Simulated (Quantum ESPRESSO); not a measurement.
Wanted: the native input for a Quantum ESPRESSO 7.5 run.

* Task: phonon dispersion
* Functional: PBE
* Potentials or basis: PseudoDojo 0.4.1 SR PBE standard
* Cutoff: 1143 eV
* Density cutoff: 4572 eV
* k mesh: 10 × 10 × 10
* Occupations: cold, width 0.2 eV
* Spin: no spin polarisation
* Mixing beta: 0.5
* Most SCF iterations: 120
* SCF threshold: 2e-10 Ry
* q mesh: 2 × 2 × 2

Crystal: Ti.

```xyz
1
Lattice="-1.6410 1.6410 1.6410 1.6410 -1.6410 1.6410 1.6410 1.6410 -1.6410" Properties=species:S:1:pos:R:3 pbc="T T T"
Ti    0.0000    0.0000    0.0000
```

This isn't the form of Ti at room conditions, which is hcp.

The input as run:

pw.in

```
&CONTROL
  calculation = 'scf'
  prefix = 'pwscf'
  outdir = './tmp'
  pseudo_dir = './pseudo'
  tprnfor = .true.
  tstress = .true.
  disk_io = 'low'
/
&SYSTEM
  ibrav = 0
  nat = 1
  ntyp = 1
  ecutwfc = 84
  nbnd = 12
  occupations = 'smearing'
  smearing = 'mv'
  degauss = 0.01469973
/
&ELECTRONS
  conv_thr = 2d-10
  electron_maxstep = 120
  mixing_beta = 0.5
/
ATOMIC_SPECIES
Ti    47.8670 Ti.upf
CELL_PARAMETERS angstrom
  -1.6410000000    1.6410000000    1.6410000000
   1.6410000000   -1.6410000000    1.6410000000
   1.6410000000    1.6410000000   -1.6410000000
ATOMIC_POSITIONS crystal
Ti     0.0000000000    0.0000000000    0.0000000000
K_POINTS automatic
10 10 10 0 0 0
```

relax.in

```
&CONTROL
  calculation = 'vc-relax'
  prefix = 'pwscf'
  outdir = './tmp'
  pseudo_dir = './pseudo'
  tprnfor = .true.
  tstress = .true.
  disk_io = 'low'
  nstep = 40
  forc_conv_thr = 0.0001
  etot_conv_thr = 1d-06
/
&SYSTEM
  ibrav = 0
  nat = 1
  ntyp = 1
  ecutwfc = 84
  nbnd = 12
  occupations = 'smearing'
  smearing = 'mv'
  degauss = 0.01469973
/
&ELECTRONS
  conv_thr = 2d-10
  electron_maxstep = 120
  mixing_beta = 0.5
/
&IONS
  ion_dynamics = 'bfgs'
/
&CELL
  cell_dynamics = 'bfgs'
  press = 0
  press_conv_thr = 0.2
/
ATOMIC_SPECIES
Ti    47.8670 Ti.upf
CELL_PARAMETERS angstrom
  -1.6410000000    1.6410000000    1.6410000000
   1.6410000000   -1.6410000000    1.6410000000
   1.6410000000    1.6410000000   -1.6410000000
ATOMIC_POSITIONS crystal
Ti     0.0000000000    0.0000000000    0.0000000000
K_POINTS automatic
10 10 10 0 0 0
```

scf2.in

```
&CONTROL
  calculation = 'scf'
  prefix = 'pwscf'
  outdir = './tmp'
  pseudo_dir = './pseudo'
  tprnfor = .true.
  tstress = .true.
  disk_io = 'low'
/
&SYSTEM
  ibrav = 0
  nat = 1
  ntyp = 1
  ecutwfc = 84
  nbnd = 12
  occupations = 'smearing'
  smearing = 'mv'
  degauss = 0.01469973
/
&ELECTRONS
  conv_thr = 1d-13
  electron_maxstep = 120
  mixing_beta = 0.5
  startingpot = 'file'
  startingwfc = 'file'
/
ATOMIC_SPECIES
Ti    47.8670 Ti.upf
CELL_PARAMETERS angstrom
  -1.6277462761    1.6277462761    1.6277462761
   1.6277462761   -1.6277462761    1.6277462761
   1.6277462761    1.6277462761   -1.6277462761
ATOMIC_POSITIONS crystal
Ti     0.0000000000    0.0000000000    0.0000000000
K_POINTS automatic
10 10 10 0 0 0
```

ph.in

```
phonon_bands of Ti
&INPUTPH
  prefix = 'pwscf'
  outdir = './tmp'
  tr2_ph = 1d-18
  fildyn = 'dyn'
  niter_ph = 90
  alpha_mix(1) = 0.4
  ldisp = .true.
  nq1 = 2
  nq2 = 2
  nq3 = 2
/
```

q2r.in

```
&INPUT
  fildyn = 'dyn'
  zasr = 'crystal'
  flfrc = 'fc'
/
```

matdyn.in

```
&INPUT
  asr = 'crystal'
  flfrc = 'fc'
  flfrq = 'freq'
  q_in_cryst_coord = .true.
  flvec = ' '
/
80
 0.0000000000  0.0000000000  0.0000000000
 0.0312500000 -0.0312500000  0.0312500000
 0.0625000000 -0.0625000000  0.0625000000
 0.0937500000 -0.0937500000  0.0937500000
 0.1250000000 -0.1250000000  0.1250000000
 0.1562500000 -0.1562500000  0.1562500000
 0.1875000000 -0.1875000000  0.1875000000
 0.2187500000 -0.2187500000  0.2187500000
 0.2500000000 -0.2500000000  0.2500000000
 0.2812500000 -0.2812500000  0.2812500000
 0.3125000000 -0.3125000000  0.3125000000
 0.3437500000 -0.3437500000  0.3437500000
 0.3750000000 -0.3750000000  0.3750000000
 0.4062500000 -0.4062500000  0.4062500000
 0.4375000000 -0.4375000000  0.4375000000
 0.4687500000 -0.4687500000  0.4687500000
 0.5000000000 -0.5000000000  0.5000000000
 0.4545454545 -0.4545454545  0.5000000000
 0.4090909091 -0.4090909091  0.5000000000
 0.3636363636 -0.3636363636  0.5000000000
 0.3181818182 -0.3181818182  0.5000000000
 0.2727272727 -0.2727272727  0.5000000000
 0.2272727273 -0.2272727273  0.5000000000
 0.1818181818 -0.1818181818  0.5000000000
 0.1363636364 -0.1363636364  0.5000000000
 0.0909090909 -0.0909090909  0.5000000000
 0.0454545455 -0.0454545455  0.5000000000
 0.0000000000  0.0000000000  0.5000000000
 0.0000000000  0.0000000000  0.4583333333
 0.0000000000  0.0000000000  0.4166666667
 0.0000000000  0.0000000000  0.3750000000
 0.0000000000  0.0000000000  0.3333333333
 0.0000000000  0.0000000000  0.2916666667
 0.0000000000  0.0000000000  0.2500000000
 0.0000000000  0.0000000000  0.2083333333
 0.0000000000  0.0000000000  0.1666666667
 0.0000000000  0.0000000000  0.1250000000
 0.0000000000  0.0000000000  0.0833333333
 0.0000000000  0.0000000000  0.0416666667
 0.0000000000  0.0000000000  0.0000000000
 0.0166666667  0.0166666667  0.0166666667
 0.0333333333  0.0333333333  0.0333333333
 0.0500000000  0.0500000000  0.0500000000
 0.0666666667  0.0666666667  0.0666666667
 0.0833333333  0.0833333333  0.0833333333
 0.1000000000  0.1000000000  0.1000000000
 0.1166666667  0.1166666667  0.1166666667
 0.1333333333  0.1333333333  0.1333333333
 0.1500000000  0.1500000000  0.1500000000
 0.1666666667  0.1666666667  0.1666666667
 0.1833333333  0.1833333333  0.1833333333
 0.2000000000  0.2000000000  0.2000000000
 0.2166666667  0.2166666667  0.2166666667
 0.2333333333  0.2333333333  0.2333333333
 0.2500000000  0.2500000000  0.2500000000
 0.2666666667  0.2000000000  0.2666666667
 0.2833333333  0.1500000000  0.2833333333
 0.3000000000  0.1000000000  0.3000000000
 0.3166666667  0.0500000000  0.3166666667
 0.3333333333  0.0000000000  0.3333333333
 0.3500000000 -0.0500000000  0.3500000000
 0.3666666667 -0.1000000000  0.3666666667
 0.3833333333 -0.1500000000  0.3833333333
 0.4000000000 -0.2000000000  0.4000000000
 0.4166666667 -0.2500000000  0.4166666667
 0.4333333333 -0.3000000000  0.4333333333
 0.4500000000 -0.3500000000  0.4500000000
 0.4666666667 -0.4000000000  0.4666666667
 0.4833333333 -0.4500000000  0.4833333333
 0.5000000000 -0.5000000000  0.5000000000
 0.2500000000  0.2500000000  0.2500000000
 0.2222222222  0.2222222222  0.2777777778
 0.1944444444  0.1944444444  0.3055555556
 0.1666666667  0.1666666667  0.3333333333
 0.1388888889  0.1388888889  0.3611111111
 0.1111111111  0.1111111111  0.3888888889
 0.0833333333  0.0833333333  0.4166666667
 0.0555555556  0.0555555556  0.4444444444
 0.0277777778  0.0277777778  0.4722222222
 0.0000000000  0.0000000000  0.5000000000
```

matdyn_dos.in

```
&INPUT
  asr = 'crystal'
  flfrc = 'fc'
  dos = .true.
  fldos = 'phdos'
  nk1 = 15
  nk2 = 15
  nk3 = 15
  deltaE = 1
  flvec = ' '
  flfrq = ' '
/
```

matdyn_mesh.in

```
&INPUT
  asr = 'crystal'
  flfrc = 'fc'
  flfrq = 'mesh'
  q_in_cryst_coord = .true.
  flvec = ' '
/
1000
 0.05000000  0.05000000  0.05000000
 0.05000000  0.05000000  0.15000000
 0.05000000  0.05000000  0.25000000
[... 997 further points of the even 10 x 10 x 10 mesh, shifted by half a step ...]
```

Potentials or basis: PseudoDojo 0.4.1 SR PBE standard.

Run with:

```console
$ OMP_NUM_THREADS=1 pw.x -in pw.in > pw.out
$ OMP_NUM_THREADS=1 pw.x -in relax.in > relax.out
$ OMP_NUM_THREADS=1 pw.x -in scf2.in > scf2.out
$ OMP_NUM_THREADS=1 ph.x -in ph.in > ph.out
$ OMP_NUM_THREADS=1 q2r.x -in q2r.in > q2r.out
$ OMP_NUM_THREADS=1 matdyn.x -in matdyn.in > matdyn.out
$ OMP_NUM_THREADS=1 matdyn.x -in matdyn_dos.in > matdyn_dos.out
$ OMP_NUM_THREADS=1 matdyn.x -in matdyn_mesh.in > matdyn_mesh.out
```

It gave:

| Quantity | Value |
| --- | --- |
| Relaxed volume | 17.25 Å³/atom |
| Relaxed cell | a = 2.819 Å, b = 2.819 Å, c = 2.819 Å, α = 109.47°, β = 109.47°, γ = 109.47° |
| Space group after relaxing (to 0.05 Å) | Im-3m (No. 229) |
| Pressure after relaxing | 0.0 GPa |
| Band gap on the k mesh | none (metal or under the smearing width) |
| Highest phonon frequency | 212 cm⁻¹ |
| Most unstable mode | 166i cm⁻¹ |

Caveat: the mesh is thin for the phonons of a metal; some modes are imaginary.

Run time: 5.4 min on 1 thread of Arm Neoverse V2 (shared host), peak memory 0.09 GiB.
